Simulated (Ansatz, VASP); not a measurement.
# Cross-check of As2Ru (Anduoite) between VASP and Ansatz, part 2 of 2

Aim: how closely do two programs agree when they are given the same cell, functional and k mesh? The cell is taken from a series of runs on this material, whose earlier steps may have relaxed, scaled, displaced or heated it; both programs get it as it stands.

VASP 6.6.1 and Ansatz 0.2.0.

So far: The structure; VASP: relaxation of cell and atoms, r2SCAN with rVV10.

### Step 3. Ansatz: relaxation of cell and atoms, r2SCAN with rVV10

Level of this step: Ansatz beside VASP: Kohn-Sham DFT, plane waves, r2SCAN with rVV10 (Ansatz).

Ansatz runs on its default PAW (the set named soft_2) files.

The same cell, functional, mesh and smearing now go to Ansatz, which takes its cutoff from its data sets.

Input file input.yaml:

```yaml
crystal:
  lattice:
    - [5.4279, 0.0, 0.0]
    - [0.0, 6.1834, 0.0]
    - [0.0, 0.0, 2.9685]
  atoms:
    - { symbol: As, position: [0.17, 0.3666, 0.0] }
    - { symbol: As, position: [0.83, 0.6334, 0.0] }
    - { symbol: As, position: [0.67, 0.1334, 0.5] }
    - { symbol: As, position: [0.33, 0.8666, 0.5] }
    - { symbol: Ru, position: [0.0, 0.0, 0.0] }
    - { symbol: Ru, position: [0.5, 0.5, 0.5] }
kpoints:
  mp_grid: { grid: [6, 6, 10] }
hamiltonian:
  xc: r2scan
  dispersion: rvv10
scf:
  occupations: { method: gaussian, width: 0.02 }
output:
  forces: true
  stress: true
  eigenvalues: true
  write_density: true
  write_potential: true
  elf: true
  volumetric_format: npy
relax:
  adjacent_minimum: "off"
  f_tol: 0.005
  max_steps: 60
  cell: { stress_tol: 0.03 }
```

Launch:

```bash
ansatz run input.yaml --threads 4 --pin off --max-ram 16384MiB --backend cpu --events-out ev --progress --plain --runs-dir out
```

Numbers of over 12 decimals in the logs are rounded to 6 here.

Log:

```text
Engine: ansatz 0.2.0, aarch64-unknown-linux-gnu
Pseudopotentials: kind: paw
Pseudopotential: As, paw, valence charge 15, recommended cutoff 500 eV (meta_gga), As.paw.azcp
Pseudopotential: Ru, paw, valence charge 16, recommended cutoff 500 eV (meta_gga), Ru.paw.azcp
Functional definition: r2SCAN+rVV10
  parameter k0 = 0.174
  parameter k1 = 0.065
  parameter a1 = 4.9479
  exchange = r2scan_x(k0 = k0, k1 = k1, a1 = a1)
  correlation = r2scan_c + rvv10(11.95, 0.0093)
Crystal: 6 atoms, lattice volume = 99.631 Å³
Basis set: ecut = 500 eV, 2555 PW (Γ), exchange–correlation on 180×216×100 points (64 copies of the dense FFT grid, shifted against one another)
Bands: 56, of which v1, the nominal top of the filled ones, is band 46 counted from 1 (45 counted from 0)
Symmetry: 8 space group operations
Space group: Pnnm (ITA 58), of the structure as read, at distance tolerance 4.6e-5 Å
k-points: 96 of 360
Non-local potential: As, projectors of the file, l = 0: 2, l = 1: 2, l = 2: 3, l = 3: 1
Non-local potential: Ru, projectors of the file, l = 0: 3, l = 1: 2, l = 2: 2, l = 3: 1
PAW form: soft (Blöchl's): semilocal exchange-correlation on the pseudo side does not see the compensation charge
rVV10 density: all electrons in the spheres
PAW frozen core: As, regenerated for the run's functional (the file was generated under x = pbe(κ = 0.804, μ = 0.219515), c = pbe(β = 0.066725))
PAW frozen core: Ru, regenerated for the run's functional (the file was generated under x = pbe(κ = 0.804, μ = 0.219515), c = pbe(β = 0.066725))
PAW one-centre angular grid: As, 590 points (default); XC on 160 Gauss nodes
PAW one-centre angular grid: Ru, 590 points (default); XC on 160 Gauss nodes
Initial density: superposition of atomic densities (neutral atoms: chi_scale 0, normalization atom), corrected by the library's trained network
Initial wavefunctions: pseudopotential atomic-orbital guess
Functional: x = r2scan, c = r2scan + rvv10(b = 11.95, C = 0.0093); τ floored in thin density (d = 2e-4 eV/Å³)
SCF iter   1: F=—  HF=-31234.437266 eV  |F-HF|=—  |Δ(HF+E_count)|=         —  Δρ=7.60e-3  dr2=2.61e-2  dr2_τ=6.56e-2  ethr=1.77e-3  ⟨swp⟩=6.1  Hψ=18380  notcnv=0  defer=7
preconditioner: auto → Resta (q_TF=auto, 2.692 Å⁻¹)  ε∞=6.8  [insulator: Δε(μ)=0.740 eV  Ē_g=9.269 eV  σ=0.020 eV  W_gap=1.00  n_scr=38 (ndim 8)  ℏωp=22.3 eV  f_vac=0.000  D(μ)=0.00/eV (n_scr^D=0)  ε∞_Penn≈6.8]
SCF iter   2: F=—  HF=-31234.514010 eV  |F-HF|=—  |Δ(HF+E_count)|=   7.67e-2  Δρ=4.32e-3  dr2=1.32e-2  dr2_τ=1.05e-3  ethr=2.83e-5  ⟨swp⟩=2.2  Hψ=11417  notcnv=0  defer=222
SCF iter   3: F=—  HF=-31234.514411 eV  |F-HF|=—  |Δ(HF+E_count)|=   4.01e-4  Δρ=2.53e-3  dr2=3.23e-3  dr2_τ=2.86e-4  ethr=1.43e-5  ⟨swp⟩=2.0  Hψ=6107  notcnv=0  defer=222
SCF iter   4: F=—  HF=-31234.515286 eV  |F-HF|=—  |Δ(HF+E_count)|=   8.75e-4  Δρ=4.86e-4  dr2=3.19e-4  dr2_τ=3.61e-5  ethr=3.51e-6  ⟨swp⟩=2.0  Hψ=9784  notcnv=0  defer=222
SCF iter   5: F=—  HF=-31234.515298 eV  |F-HF|=—  |Δ(HF+E_count)|=   1.23e-5  Δρ=2.17e-4  dr2=2.75e-5  dr2_τ=1.12e-6  ethr=3.46e-7  ⟨swp⟩=2.0  Hψ=8802  notcnv=0  defer=222
SCF iter   6: F=—  HF=-31234.515308 eV  |F-HF|=—  |Δ(HF+E_count)|=   1.01e-5  Δρ=3.93e-5  dr2=2.15e-6  dr2_τ=1.08e-7  ethr=2.99e-8  ⟨swp⟩=2.0  Hψ=9556  notcnv=0  defer=222
SCF iter   7: F=-31234.515308 eV  HF=-31234.515308 eV  |F-HF|=2.25e-8  |Δ(HF+E_count)|=   3.16e-7  Δρ=1.01e-5  dr2=9.13e-8  dr2_τ=6.14e-9  ethr=1.09e-10  ⟨swp⟩=12.0  Hψ=37808  notcnv=0
SCF 1 converged in 7 iterations: F = -31234.515308 eV  dr2 = 9.13e-8
  greatest PAW one-centre occupation: 0.999 electrons in one spin orbital (limit 2), on the As atom at site 3 (counted from 0), in its partial waves of l = 2
relax step   1: F+E_penalty+E_count = -31234.51530826 eV  Δ(F+E_penalty+E_count) = +0.000e0 eV  max|allowed force component| = 1.643e-2 eV/Å  Δτ_max = 0.0000 Å  P = +0.897 GPa  Ω = 99.631 Å³  (7 SCF iters, dr2 threshold 1.00e-7 eV, accepted)
[...]
relax step   4: F+E_penalty+E_count = -31234.51867378 eV  Δ(F+E_penalty+E_count) = -2.977e-5 eV  max|allowed force component| = 5.751e-3 eV/Å  Δτ_max = 0.0003 Å  P = +0.018 GPa  Ω = 100.254 Å³  energy of the carried Pulay correction = -2.041e-4 eV  (4 SCF iters, dr2 threshold 4.09e-8 eV, accepted)
[...]
relax step   5: F+E_penalty+E_count = -31234.51867710 eV  Δ(F+E_penalty+E_count) = -3.313e-6 eV  max|allowed force component| = 1.380e-3 eV/Å  Δτ_max = 0.0005 Å  P = +0.004 GPa  Ω = 100.261 Å³  energy of the carried Pulay correction = -2.063e-4 eV  (4 SCF iters, dr2 threshold 3.60e-9 eV, accepted)
[...]
relax step   6: F+E_penalty+E_count = -31234.51890450 eV  Δ(F+E_penalty+E_count) = -2.274e-4 eV  max|allowed force component| = 1.374e-3 eV/Å  Δτ_max = 0.0000 Å  P = +0.005 GPa  Ω = 100.261 Å³  stress off target by 8.99e-3 GPa  SCF on the basis re-selected at this cell (its energy is not comparable with the rows above)  (6 SCF iters)
basis re-selected at this cell: Δ(F+E_penalty+E_count) = -2.274e-4 eV, ΔP = +0.001 GPa vs the last step (what re-selecting the basis moved, of the pressure what is left beyond the Pulay correction that the steps carried, after the strain that the cell walked since its last selection, with what the two solves' SCF thresholds leave and, on support functions, any second-order correction that the steps lacked; it is no m [...]
SCF converged after 6 iterations
Free energy (F): -31234.518904 eV
Harris-Foulkes:  -31234.518904 eV  (|F-HF|=7.28e-12)
Internal energy: -31234.518904 eV  (E = F + TS)
E sigma→0 (E₀):  -31234.518904 eV
Fermi energy:    15.175948 eV
--- Per-component energies (eV) ---
  E_band       = -1055.719100
  E_kinetic    = 1446.787815
  E_local      = -8915.718159  (includes V_loc(G=0)·N_el)
  E_nonlocal   = -1990.110120
  E_hartree    = 4402.385663
  E_xc         = -660.192887
  E_vxc        = -873.806136  (∫ρ·V_xc dr)
  E_paw        = -14352.789388  (= ΣΔE_a)
  E_vpaw       = 417.006450  (= ΣTr[D̂ρ^β])
  E_aug_tail   = 0.000058  (compensation charges beyond the density's cutoff)
  E_vtau       = 55.349702  (kinetic-family band-sum trace: ∫τ·v_τ [+ j·A + Jᵃ·Aᵃ] dr)
  E_ewald      = -11158.430345
  E_core_change = -6.451542  (= ΣΔE_core)
  E_smearing   = -0.000000  (= −TS)
  E_closure    = 0.000000  (closes the sum)
  Σ components = -31234.518904   (vs F -31234.518904, Δ=0.00e0)
--- Forces (eV/Å), atoms counted from 1 ---
  atom   1  As    -0.00137440     0.00130743     0.00000000
  atom   2  As     0.00137440    -0.00130743     0.00000000
  atom   3  As    -0.00137440    -0.00130743     0.00000000
  atom   4  As     0.00137440     0.00130743     0.00000000
  atom   5  Ru     0.00000000     0.00000000     0.00000000
  atom   6  Ru     0.00000000     0.00000000     0.00000000
  max |Σ_I F_I| component: 4.34e-19 eV/Å
--- Stress (GPa, compression-positive) ---
        0.005399       0.000000       0.000000
        0.000000       0.001910       0.000000
        0.000000       0.000000       0.008986
  P = ⅓ Tr σ = 0.0054 GPa (0.054 kbar)
--- Band table (eV; the first three rows and the last of 96) ---
  k-point 0: bands = [... 42 lower, 13.8113, 14.4030, 14.4193, 14.5315, 17.0539, 17.8531, 18.8761, 18.9642, ... 6 higher]
  k-point 1: bands = [... 42 lower, 13.7806, 14.1587, 14.3191, 14.3758, 16.2605, 17.8838, 17.8978, 18.9861, ... 6 higher]
  k-point 2: bands = [... 42 lower, 13.6810, 13.9788, 14.0585, 14.0821, 15.5375, 16.4328, 17.8264, 18.5635, ... 6 higher]
  k-point 95: bands = [... 42 lower, 13.4400, 13.4400, 14.7913, 14.7913, 16.3469, 16.3469, 18.1130, 18.1130, ... 6 higher]
--- Relaxed structure (5 steps of the walk, 4 accepted, 1 SCFs on fresh bases) ---
  F+E_penalty+E_count = -31234.51890450 eV   max|allowed force component| = 1.374e-3 eV/Å   (the final SCF, on the basis selected at the relaxed cell)
  cell:  # Å, volume = 100.2609 Å³
    - [5.424195, 0.0, 0.0]
    - [0.0, 6.186314, 0.0]
    - [0.0, 0.0, 2.987888]
  atoms:
    - { symbol: As, position: [0.170544, 0.366568, 0.0] }
    - { symbol: As, position: [0.829456, 0.633432, 0.0] }
    - { symbol: As, position: [0.670544, 0.133432, 0.500000] }
    - { symbol: As, position: [0.329456, 0.866568, 0.500000] }
    - { symbol: Ru, position: [0, 0, 0.0] }
    - { symbol: Ru, position: [0.500000, 0.500000, 0.500000] }
```

The column dr2 measures how far the density is from self-consistency, as an energy; F and HF (Harris–Foulkes) agree once it is small.

### Step 4. Differences

Known differences besides the potentials themselves: VASP keeps PBE cores, Ansatz makes them for the functional; the data sets hold 92 valence electrons in Ansatz (on its default PAW (the set named soft_2) files) and 48 in VASP; the cutoff is 500 eV in Ansatz and 550 eV in VASP; Ansatz adds a Pulay correction to the stress that steers its cell, VASP none. Total energies have different zeros and are not compared.

Compared:

| quantity | Ansatz | VASP | difference |
| --- | --- | --- | --- |
| volume (Å³) | 100.26 | 100.57 | -0.31 % |
| edge a after relaxation, in the typed setting (Å) | 5.424 | 5.428 | -0.07 % |
| edge b after relaxation, in the typed setting (Å) | 6.186 | 6.192 | -0.09 % |
| edge c after relaxation, in the typed setting (Å) | 2.988 | 2.992 | -0.14 % |

### Step 5. What came out

- difference in volume (relaxation of cell and atoms, r2SCAN with rVV10): -0.31 %

In words: The difference in volume is -0.31 % (relaxation of cell and atoms, r2SCAN with rVV10), within the 1.2 % picked in this series as the mark of a large difference, as far as the stopping tolerances let one tell. The data sets hold unlike numbers of valence electrons (92 in Ansatz and 48 in VASP), so part of the differences comes from the potentials. How closely two codes agree says nothing of how well the functional describes the real material.

[Lines on the potential files, build, host, timing and source positions are cut from VASP's logs without a mark.]

[Logs are printed without paths, hosts, clocks, repeated set-up lines and the standing remarks that a program may print on its own settings, such as how far it seeks lower states.]

[Hosts, paths, dates, database ids (printed as entryN), source tags and the programs' standing remarks are cut or masked in the printed files.]
